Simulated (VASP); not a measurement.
A run of VASP 6.6.1 is set up as follows.

Contents of INCAR:

```
SYSTEM = HfH
PREC = Accurate
ENCUT = 520
EDIFF = 1E-7
ISMEAR = -1
SIGMA = 0.05
LREAL = .False.
LASPH = .True.
NELM = 60
ALGO = Normal
ISIF = 2
LWAVE = .False.
LCHARG = .True.
GGA = PE
LELF = .True.
LVHAR = .True.
NBANDS = 19
```

File KPOINTS:

```
Automatic mesh
0
Gamma
  10 10 5
  0 0 0
```

File POSCAR:

```
HfH
1.0
    3.2063100000      0.0000000000      0.0000000000
   -1.6031600000      2.7767500000      0.0000000000
    0.0000000000      0.0000000000      5.3282100000
Hf H
2 2
Direct
    0.3333300000      0.6666700000      0.7500000000
    0.6666700000      0.3333300000      0.2500000000
    0.0000000000      0.0000000000      0.0000000000
    0.0000000000      0.0000000000      0.5000000000
```

Potentials or basis: VASP PAW PBE potentials, release 64 (Hf_pv, H).

Run with:

```console
$ cat potpaw_PBE.64/Hf_pv/POTCAR potpaw_PBE.64/H/POTCAR > POTCAR
$ mpirun -np 1 vasp_std > vasp.out
```

Predict the band gap on the k mesh.

none (metal or under the smearing width).

What does it give for the pressure?

-0.6 GPa.

Stress tensor (GPa, compression positive):
```
-0.85  0.00  0.00
 0.00 -0.85  0.00
 0.00  0.00 -0.18
```

The run has no spin-orbit coupling, so splittings on Hf are missing.
